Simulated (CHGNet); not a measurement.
# Rock-salt NaBr

Level of theory: the machine-learned potential CHGNet 0.3.0 (trained on PBE and PBE+U data).

Cell (relaxed at this level):

```cif
data_Br4Na4
_chemical_formula_sum 'Na4 Br4'
_space_group_name_H-M_alt 'Fm-3m'
_space_group_IT_number 225
_space_group_name_Hall '-F 4 2 3'
_cell_length_a 6.05502
_cell_length_b 6.05502
_cell_length_c 6.05502
_cell_angle_alpha 90.000
_cell_angle_beta 90.000
_cell_angle_gamma 90.000
loop_
_atom_site_label
_atom_site_type_symbol
_atom_site_symmetry_multiplicity
_atom_site_Wyckoff_symbol
_atom_site_fract_x
_atom_site_fract_y
_atom_site_fract_z
_atom_site_occupancy
Na1 Na 4 a 0.00000 0.00000 0.00000 1
Br1 Br 4 b 0.50000 0.50000 0.50000 1
```
(The calculation used a cell of 2 atoms; values per cell refer to that cell.)

```yaml
equilibrium_lattice_constant_a: 6.055 Å
equilibrium_volume_per_atom: 27.75 Å³/atom
```

Measured, for comparison: lattice constant a 5.926 Å, equilibrium volume per atom 26.01 Å³/atom (low temperature, zero-point motion not removed; as tabulated in Doll and Stoll (1998), arXiv:cond-mat/9801031). Computed (rounded) less measured: lattice constant a +2.2 %, equilibrium volume per atom +6.7 %.

A machine-learned potential is trained on density-functional data: it inherits that level's misses and adds fitting errors of its own.
